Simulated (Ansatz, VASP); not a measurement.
## ZnO: VASP beside Ansatz

```xyz
4
Lattice="3.2435 0.0000 0.0000 -1.6218 2.8090 0.0000 0.0000 0.0000 7.0341" Properties=species:S:1:pos:R:3 pbc="T T T"
Zn    0.0000    0.0000    1.7585
Zn    0.0000    0.0000    5.2756
O     1.6218    0.9363    5.2756
O     0.0000    1.8727    1.7585
```

Measurements of this composition are mostly on another form, of space group No. 186.

Alike in both runs: task single point; functional PBE; k mesh 9 × 9 × 4; occupations fermi-dirac, width 0.05 eV; no spin polarisation.

```csv
,VASP,Ansatz
version,VASP 6.6.1,Ansatz 0.2.0
potentials or method,"VASP PAW PBE potentials, release 64 (Zn, O)",Ansatz PAW
plane-wave cutoff (eV),520,420
valence electrons in the cell,36,36
```

VASP gave:

* gap on the k mesh at the Fermi level (eV): 0.82
* least direct gap on the mesh (eV): 0.82
* pressure (GPa): 4.2
* largest component of the traceless stress (GPa): 3.80

What did Ansatz give for the same quantities?

gap on the k mesh at the Fermi level (eV): 0.82; least direct gap on the mesh (eV): 0.82; pressure (GPa): 3.2; largest component of the traceless stress (GPa): 2.83.

Caveats: an odd mesh through Γ misses points on the zone boundary, where band edges often lie (VASP); odd divisions of the mesh miss points on the zone boundary, where band edges often lie, so the gap on the mesh can be too wide (Ansatz); the pressure holds a Pulay correction of +0.5 GPa for the finite cutoff (Ansatz). PBE gaps usually lie below the measured ones, often by a third to a half.
